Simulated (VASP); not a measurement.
# ZrC (Fm-3m) in VASP: further runs

The runs below take ZrC through relaxation of cell and atoms, with LDA.

All numbers are computed with VASP 6.6.1; they aren't measurements. Logs are shortened: lines on timing, memory, paths and dates and some standing lists are left out, and cuts for length are marked.

**1. The crystal as given**

The structure is cubic, space group Fm-3m (No. 225). Conventional cell: a = 4.730 Å, b = 4.730 Å, c = 4.730 Å, α = 90.00°, β = 90.00°, γ = 90.00°. Zr (site symmetry m-3m) is surrounded by 6 C at 2.37 Å. C (site symmetry m-3m) is surrounded by 6 Zr at 2.37 Å.

**2. Relaxation of cell and atoms, LDA**

Contents of INCAR:

```
PREC = Accurate ; ENCUT = 520
EDIFF = 1E-7 ; ISMEAR = 0
SIGMA = 0.1 ; LREAL = False
LASPH = True ; NELM = 80
ALGO = Normal ; ISIF = 3
LWAVE = False ; LCHARG = False
GGA = CA ; IBRION = 2
NSW = 80 ; EDIFFG = -0.002
```

Contents of KPOINTS:

```
Automatic mesh
0
Gamma
  16 16 16
```

Contents of POSCAR:

```
ZrC
1.0
    0.0000000000      2.3650000000      2.3650000000
    2.3650000000      0.0000000000      2.3650000000
    2.3650000000      2.3650000000      0.0000000000
Zr C
1 1
Direct
    0.5000000000      0.5000000000      0.5000000000
    0.0000000000      0.0000000000      0.0000000000
```

Potentials or basis: VASP PAW LDA potentials, release 64 (Zr_sv, C).

Launch:

```
$ cat potpaw_LDA.64/Zr_sv/POTCAR potpaw_LDA.64/C/POTCAR > POTCAR
$ mpirun -np 1 vasp_std > vasp.out
```

OUTCAR:

```text
PREC = Accurate
   ENCUT = 520
   EDIFF = 1E-7
   ISMEAR = 0
   LREAL = False
   LASPH = True
   NELM = 80
   ISIF = 3
   GGA = CA
   IBRION = 2
   NSW = 80
   EDIFFG = -0.002

 ion  position               nearest neighbor table
   1  0.500  0.500  0.500-   2 2.37   2 2.37   2 2.37   2 2.37   2 2.37   2 2.37
   2  0.000  0.000  0.000-   1 2.37   1 2.37   1 2.37   1 2.37   1 2.37   1 2.37

  LATTYP: Found a face centered cubic cell.
 ALAT       =     4.7300000000

  Lattice vectors:

 A1 = (   0.0000000000,   2.3650000000,   2.3650000000)
 A2 = (   2.3650000000,   0.0000000000,   2.3650000000)
 A3 = (   2.3650000000,   2.3650000000,   0.0000000000)

Analysis of symmetry for initial positions (statically):
=====================================================================
 Subroutine PRICEL returns:
 Original cell was already a primitive cell.

 Routine SETGRP: Setting up the symmetry group for a
 face centered cubic supercell.

 Subroutine GETGRP returns: Found 48 space group operations
 (whereof 48 operations were pure point group operations)
 out of a pool of 48 trial point group operations.

The static configuration has the point symmetry O_h .

Analysis of symmetry for dynamics (positions and initial velocities):
=====================================================================
 Subroutine PRICEL returns:
 Original cell was already a primitive cell.

 Routine SETGRP: Setting up the symmetry group for a
 face centered cubic supercell.

 Subroutine GETGRP returns: Found 48 space group operations
 (whereof 48 operations were pure point group operations)
 out of a pool of 48 trial point group operations.

The dynamic configuration has the point symmetry O_h .

 Subroutine INISYM returns: Found 48 space group operations
 (whereof 48 operations are pure point group operations),
 and found     1 'primitive' translations

----------------------------------------------------------------------------------------

                                     Primitive cell

  volume of cell :      26.4560

  direct lattice vectors                    reciprocal lattice vectors
     0.000000000  2.365000000  2.365000000    -0.211416490  0.211416490  0.211416490
     2.365000000  0.000000000  2.365000000     0.211416490 -0.211416490  0.211416490
     2.365000000  2.365000000  0.000000000     0.211416490  0.211416490 -0.211416490

  length of vectors
     3.344615075  3.344615075  3.344615075     0.366184103  0.366184103  0.366184103

  position of ions in fractional coordinates (direct lattice)
     0.500000000  0.500000000  0.500000000
     0.000000000  0.000000000  0.000000000

  ion indices of the primitive-cell ions
   primitive index   ion index
                 1           1
                 2           2

----------------------------------------------------------------------------------------

 KPOINTS: Automatic mesh

Automatic generation of k-mesh.
 Grid dimensions read from file:
 generate k-points for:   16   16   16

 Generating k-lattice:

  Cartesian coordinates                     Fractional coordinates (reciprocal lattice)
    -0.013213531  0.013213531  0.013213531     0.062500000  0.000000000  0.000000000
     0.013213531 -0.013213531  0.013213531     0.000000000  0.062500000  0.000000000
     0.013213531  0.013213531 -0.013213531     0.000000000  0.000000000  0.062500000

  Length of vectors
     0.022886506  0.022886506  0.022886506

  Shift w.r.t. Gamma in fractional coordinates (k-lattice)
     0.000000000  0.000000000  0.000000000

 Subroutine IBZKPT returns following result:
 ===========================================

 Found    145 irreducible k-points:

 Following reciprocal coordinates:
            Coordinates               Weight
  0.000000  0.000000  0.000000      1.000000
  0.062500  0.000000  0.000000      8.000000
  0.125000  0.000000  0.000000      8.000000
  0.187500  0.000000  0.000000      8.000000
  0.250000  0.000000  0.000000      8.000000
  0.312500  0.000000  0.000000      8.000000
[... 16 lines left out ...]
 -0.125000  0.062500  0.000000     24.000000
 -0.062500  0.062500  0.000000     12.000000
 [... further k-points ...]
   k-points           NKPTS =    145   k-points in BZ     NKDIM =    145   number of bands    NBANDS=     12
   number of dos      NEDOS =    301   number of ions     NIONS =      2
   total plane-waves  NPLWV =  21952
   dimension x,y,z NGX =    28 NGY =   28 NGZ =   28
   dimension x,y,z NGXF=    56 NGYF=   56 NGZF=   56
   ions per type =               1   1
   NGX,Y,Z   is equivalent  to a cutoff of  13.92, 13.92, 13.92 a.u.
   NGXF,Y,Z  is equivalent  to a cutoff of  27.84, 27.84, 27.84 a.u.
 SYSTEM =  unknown system
   PREC   = accura    normal or accurate (medium, high low for compatibility)
   ISTART =      0    job   : 0-new  1-cont  2-samecut
   ICHARG =      2    charge: 1-file 2-atom 10-const
   ISPIN  =      1    spin polarized calculation?
   LNONCOLLINEAR =      F non collinear calculations
   LSORBIT =      F    spin-orbit coupling
   LASPH  =      T    aspherical Exc in radial PAW
   ENCUT  =  520.0 eV  38.22 Ry    6.18 a.u.   6.22  6.22  6.22*2*pi/ulx,y,z
   NELM   =     80;   NELMIN=  2; NELMDL= -5     # of ELM steps
   EDIFF  = 0.1E-06   stopping-criterion for ELM
   LREAL  =      F    real-space projection
   EDIFFG = -.2E-02   stopping-criterion for IOM
   NSW    =     80    number of steps for IOM
   IBRION =      2    ionic relax: 0-MD 1-quasi-New 2-CG
   NFREE  =      1    steps in history (QN), initial steepest desc. (CG)
   ISIF   =      3    stress and relaxation
   ISYM   =      2    0-nonsym 1-usesym 2-fastsym
   POTIM  = 0.5000    time-step for ionic-motion
   TEBEG  =    0.0;   TEEND  =   0.0 temperature during run
   PSTRESS=    0.0 pullay stress
   NELECT =      16.0000    total number of electrons
   NUPDOWN=      -1.0000    fix difference up-down
   EMIN   =  10.00;   EMAX   =-10.00  energy-range for DOS
   EFERMI =   0.00;   METHOD = LEGACY
   ISMEAR =     0;   SIGMA  =   0.10  broadening in eV -4-tet -1-fermi 0-gaus
   EFERMI_NEDOS =   21; number of points for ismear=-14 and -15
   IALGO  =     38    algorithm
   IMIX   =      4    mixing-type and parameters
     AMIX     =   0.40;   BMIX     =  1.00
     AMIX_MAG =   1.60;   BMIX_MAG =  1.00
  volume/ion in A,a.u.               =      13.23        89.27
  Fermi-wavevector in a.u.,A,eV,Ry     =   1.384439  2.616209 26.077880  1.916670
  Thomas-Fermi vector in A             =   2.508943
   LORBIT       =      0    0 simple, 1 ext, 2 COOP (PROOUT), +10 PAW based schemes
   GGA     = CA    functional components
   LHFCALC =     F    Hartree Fock is set to
   AEXX    =    0.0000 exact exchange contribution
   IVDW    =     0    specifies the selected vdW correction
   LEPSILON=     F    determine dielectric tensor
   LRPA    =     F    only Hartree local field effects (RPA)
 conjugate gradient relaxation of ions
 non-spin polarized calculation
 Gauss-broadening in eV      SIGMA  =   0.10
  energy-cutoff  :      520.00
  volume of cell :       26.46
 maximum number of plane-waves:       728
 NGX is ok and might be reduce to    28
   NGX = 13   NGY = 13   NGZ = 13

--------------------------------------- Ionic step        1  -------------------------------------------

 number of electron      16.0000000 magnetization

 Free energy of the ion-electron system (eV)
  ---------------------------------------------------
  ext. energy  EPLUGINS =         0.00000000
  ---------------------------------------------------
  free energy    TOTEN  =       -21.22508135 eV

  energy without entropy =      -21.22315358  energy(sigma->0) =      -21.22411747

------------------------ aborting loop because EDIFF is reached ----------------------------------------

  FORCE on cell =-STRESS in cart. coord.  units (eV):
  Direction    XX          YY          ZZ          XY          YZ          ZX
  --------------------------------------------------------------------------------------
  -------------------------------------------------------------------------------------
  Total       -1.9706201     -1.9706201     -1.9706201     -0.0000000     -0.0000000      0.0000000
  in kB     -119.3411065   -119.3411065   -119.3411065     -0.0000000     -0.0000000      0.0000000
  external PRESSURE =    -119.3411065 kB  Pullay stress =       0.0000000 kB
[... 21 lines left out ...]
  energy  without entropy=      -21.2231535828  energy(sigma->0) =      -21.22411747

--------------------------------------- Ionic step        2  -------------------------------------------

 number of electron      16.0000000 magnetization

 E-fermi :  11.0079     XC(G=0): -12.9891

 val. band max:       11.0009259925   @ k =   0.5000   0.4375   0.0000
 cond. band min:      11.0911559374   @ k =   0.2500   0.1875   0.0000
 fundamental gap:      0.0902299450
 Fermi energy:        11.0079356286

 k-point     1 :       0.0000    0.0000    0.0000
  band No.  band energies     occupation
      1     -36.3527      2.00000
      2     -14.0920      2.00000
      3     -14.0920      2.00000
      4     -14.0920      2.00000
      5      -0.5628      2.00000
      6      11.9682      0.00000
      7      11.9682      0.00000
      8      11.9682      0.00000
      9      12.0602      0.00000
     10      12.0602      0.00000
     11      12.0602      0.00000
     12      14.1657      0.00000
[... 522 lines left out ...]
  energy  without entropy=      -21.2778721217  energy(sigma->0) =      -21.27868449

--------------------------------------- Ionic step        7  -------------------------------------------

 number of electron      16.0000000 magnetization

 Free energy of the ion-electron system (eV)
  ---------------------------------------------------
  ext. energy  EPLUGINS =         0.00000000
  ---------------------------------------------------
  free energy    TOTEN  =       -21.27952696 eV

  energy without entropy =      -21.27790922  energy(sigma->0) =      -21.27871809

 E-fermi :   9.8481     XC(G=0): -12.5316

 val. band max:        9.8262796580   @ k =   0.3750   0.3125   0.0000
 cond. band min:       9.9097092995   @ k =   0.4375   0.4375   0.0000
 fundamental gap:      0.0834296415
 Fermi energy:         9.8481361361

 k-point     1 :       0.0000    0.0000    0.0000
  band No.  band energies     occupation
      1     -37.8075      2.00000
      2     -15.6410      2.00000
      3     -15.6410      2.00000
      4     -15.6410      2.00000
      5      -1.4098      2.00000
      6      10.8136      0.00000
      7      10.8136      0.00000
      8      10.8136      0.00000
      9      10.9106      0.00000
     10      10.9106      0.00000
     11      10.9106      0.00000
     12      12.7625      0.00000
[... 374 lines left out ...]
  FREE ENERGIE OF THE ION-ELECTRON SYSTEM (eV)
  ---------------------------------------------------
  free  energy   TOTEN  =       -21.2795269636 eV

  energy  without entropy=      -21.2779092225  energy(sigma->0) =      -21.27871809

 reached required accuracy - stopping structural energy minimisation
```

Wall time 3.7 min (1 thread of Intel Xeon Platinum 8259CL at 2.50GHz (Skylake/Cascade Lake), shared host); peak memory 0.19 GiB.

What came out:

```
Free energy                            : -21.2795 eV
Relaxed volume                         : 12.53 Å³/atom
Relaxed cell                           : a = 3.285 Å, b = 3.285 Å, c = 3.285 Å, α = 60.00°, β = 60.00°, γ = 60.00°
Space group after relaxing (to 0.05 Å) : Fm-3m (No. 225)
Energy gained by relaxing              : 27.2 meV/atom
Ionic steps                            : 7
Pressure after relaxing                : 0.0 GPa
Band gap on the k mesh                 : none (metal or under the smearing width)
```

The path:
```csv
step,energy change (eV),largest force (eV/Å),pressure (GPa),volume (Å³)
1,0.0000,0.0000,-11.93,26.46
2,0.1181,0.0000,27.13,22.86
3,-0.0544,0.0000,-0.36,25.10
4,-0.0544,0.0000,-0.05,25.06
5,-0.0544,0.0000,0.22,25.04
6,-0.0544,0.0000,-0.29,25.09
7,-0.0544,0.0000,0.00,25.06
```

Final structure:
```
Zr C
1.0
     0.00000    2.32262    2.32262
     2.32262    0.00000    2.32262
     2.32262    2.32262    0.00000
Zr C
1 1
Cartesian
  2.3226 2.3226 2.3226
  0.0000 0.0000 0.0000
```

**3. Relaxation of cell and atoms, LDA**

This run uses another cell than the first one, of 12.53 Å³/atom, 0.947 times its volume.

INCAR is that of step 2.

KPOINTS is that of step 2.

Contents of POSCAR:

```
ZrC                                     
1.0
   -0.0000000000      2.3226221724      2.3226221724
    2.3226221724     -0.0000000000      2.3226221724
    2.3226221724      2.3226221724      0.0000000000
  Zr              C             
     1     1
Direct
     0.5000000000000000    0.5000000000000000    0.5000000000000000
     0.0000000000000000    0.0000000000000000    0.0000000000000000
```

Potentials or basis: VASP PAW LDA potentials, release 64 (Zr_sv, C).

Launch:

```
$ cat potpaw_LDA.64/Zr_sv/POTCAR potpaw_LDA.64/C/POTCAR > POTCAR
$ mpirun -np 1 vasp_std > vasp.out
```

Wall time 43 s (1 thread of Intel Xeon Platinum 8259CL at 2.50GHz (Skylake/Cascade Lake), shared host); peak memory 0.16 GiB.

The run converged. Its results:

* Free energy: -21.2786 eV
* Relaxed volume: 12.53 Å³/atom
* Relaxed cell: a = 3.285 Å, b = 3.285 Å, c = 3.285 Å, α = 60.00°, β = 60.00°, γ = 60.00°
* Space group after relaxing (to 0.05 Å): Fm-3m (No. 225)
* Energy gained by relaxing: 0.0 meV/atom
* Ionic steps: 3
* Pressure after relaxing: 0.0 GPa
* Band gap on the k mesh: none (metal or under the smearing width)

Final structure:
```
Zr C
1.0
     0.00000    2.32273    2.32273
     2.32273    0.00000    2.32273
     2.32273    2.32273    0.00000
Zr C
1 1
Direct
  0.50000 0.50000 0.50000
  0.00000 0.00000 0.00000
```

Levels at points of the mesh, in eV from the Fermi level:
```csv
k point,band 5,band 6,band 7,band 8,band 9,band 10,band 11,band 12
"(0.00, 0.00, 0.00)",-11.26,0.97,0.97,0.97,1.06,1.06,1.06,2.91
"(0.50, 0.00, 0.00)",-7.93,-5.43,-3.04,-3.04,4.66,4.66,5.53,6.73
"(0.50, 0.50, 0.00)",-10.11,-1.94,-1.91,0.13,0.13,4.66,5.90,5.90
```
